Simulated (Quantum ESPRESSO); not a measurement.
GaN under changes of volume

One of the cells (11.310 Å³/atom); the others are scaled copies at fixed shape and fractional positions:

```
Ga N
1.0
     3.18000    0.00000    0.00000
    -1.59000    2.75396    0.00000
     0.00000    0.00000    5.16600
Ga N
2 2
Cartesian
  1.5900 0.9180 2.5830
  0.0000 1.8360 0.0000
  1.5900 0.9180 4.5203
  0.0000 1.8360 1.9373
```

```yaml
Program: Quantum ESPRESSO 7.5
Functional: PBEsol
Potentials_or_basis: PseudoDojo 0.4 SR PBEsol stringent
Cutoff: 1551 eV
Density_cutoff: 6204 eV
k_mesh: 10 × 10 × 5
Occupations: fermi-dirac, width 0.05 eV
Spin: no spin polarisation
```

```csv
volume (Å³/atom),energy over the lowest point (meV/atom),pressure (GPa),gap on the mesh (eV),largest force (eV/Å)
10.632,31.36,14.5,2.36,0.151
10.858,14.38,9.5,2.22,0.145
11.084,4.15,4.9,2.08,0.139
11.310,0.00,0.8,1.94,0.133
11.537,1.31,-2.8,1.81,0.128
11.763,?,?,?,?
11.989,18.15,-9.1,1.55,0.118
```

What does the run at 11.763 Å³/atom give?

Energy over the lowest point 7.52 meV/atom; pressure -6.1 GPa; gap on the mesh 1.68 eV; largest force 0.123 eV/Å.

Worked out: A Birch-Murnaghan fit of order 3 (a polynomial in V^(-2/3)) to the other rows has its minimum at 11.37 Å³/atom with B0 = V·E''(V) = 189 GPa and B' = 4.4 at fixed shape and positions, which overstates the stiffness. It gives 7.53 meV/atom at 11.763 Å³/atom, against the run's 7.52, and -dE/dV = -6.0 GPa, against -6.1. A straight line through the other rows of the gap, of slope -6.75 eV per unit of ln V (its deformation potential), gives 1.68 eV, against the run's 1.68.

Energies are extrapolated to zero smearing.

Spin-orbit coupling on Ga is left out.
